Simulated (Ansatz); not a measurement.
## Ga under changes of volume

One of the cells (18.685 Å³/atom); the others are scaled copies at fixed shape and fractional positions:

```
Ga
1.0
     1.45000   -4.06500    0.00000
     1.45000    4.06500    0.00000
     0.00000    0.00000    3.17000
Ga
2
Direct
  0.13300 0.86700 0.75000
  0.86700 0.13300 0.25000
```

This isn't the form of Ga at room conditions, which is orthorhombic.

```yaml
Program: Ansatz 0.2.0
Functional: PBEsol
Potentials_or_basis: Ansatz PAW
Cutoff: "420 eV (not typed: the program's choice for these potentials)"
k_mesh: 10 × 10 × 8
Occupations: fermi-dirac, width 0.05 eV
Spin: no spin polarisation
```

| volume (Å³/atom) | energy over the lowest point (meV/atom) | pressure (GPa) | largest force (eV/Å) |
| --- | --- | --- | --- |
| 17.564 | ? | ? | ? |
| 17.937 | 0.00 | 0.2 | 0.227 |
| 18.311 | 1.00 | -1.0 | 0.219 |
| 18.685 | 4.73 | -2.1 | 0.211 |
| 19.058 | 10.86 | -3.1 | 0.203 |
| 19.432 | 19.09 | -3.9 | 0.195 |
| 19.806 | 29.13 | -4.6 | 0.187 |

**Question.** What does the run at 17.564 Å³/atom give?

**Answer.** Energy over the lowest point 2.06 meV/atom; pressure 1.6 GPa; largest force 0.235 eV/Å.

Worked out: A Birch-Murnaghan fit of order 3 (a polynomial in V^(-2/3)) to the other rows has its minimum at 18.00 Å³/atom with B0 = V·E''(V) = 63 GPa and B' = 5.5 at fixed shape and positions, which overstates the stiffness. It gives 2.15 meV/atom at 17.564 Å³/atom, against the run's 2.06, and -dE/dV = 1.7 GPa, against 1.6.

Energies are extrapolated to zero smearing.

Caveats: the PAW data sets come from PBE, with cores solved anew for the run's functional, which leaves a small shift of forces and pressure.
